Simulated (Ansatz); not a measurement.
Runs of Ansatz 0.2.0 on MnO2. The structure is orthorhombic, space group Pmmn (No. 59). Conventional cell: a = 2.904 Å, b = 3.845 Å, c = 6.164 Å, α = 90.00°, β = 90.00°, γ = 90.00°. Around Mn (site symmetry mm2) lie 6 O at 1.83 to 2.05 Å. Around O (site symmetry mm2) lie 2 Mn at 1.83 Å. Around O (site symmetry mm2) lie 4 Mn at 1.98 to 2.05 Å. Measurements of this composition are mostly on another form, of space group No. 136.

```csv
task,level,fixed moment (μB),k mesh,points for each segment of the path,pressure (GPa),moment (μB),largest force (eV/Å)
single point,PBEsol,2.0,8 × 6 × 4,-,(b),2.00,2.54
single point,PBEsol,4.0,8 × 6 × 4,-,-18.2,4.00,1.81
single point,PBEsol,8.0,8 × 6 × 4,-,-0.3,8.00,0.84
band structure,LDA,-,9 × 7 × 5,14,(a),6.00,1.56
single point,PBEsol,10.0,8 × 6 × 4,-,16.8,10.00,1.91
```

Alike in all rows: potentials or basis Ansatz PAW; spin collinear, ferromagnetic start; cell as given; cutoff (eV) 420; smearing fermi-dirac 0.05 eV.

Q: Fill in the values left out.

A: (a) -19.4; (b) -21.5.

Caveats: only a ferromagnetic start was run, and an antiferromagnetic order may lie lower in energy; the PAW data sets come from PBE, with cores solved anew for the run's functional, which leaves a small shift of forces and pressure; the total moment is fixed, so each spin has its own Fermi level (some runs); forces of over 1 eV/Å show positions far from the minimum, so gaps and moduli don't describe the material at rest (some runs); the thresholds are loose for stress (some runs).
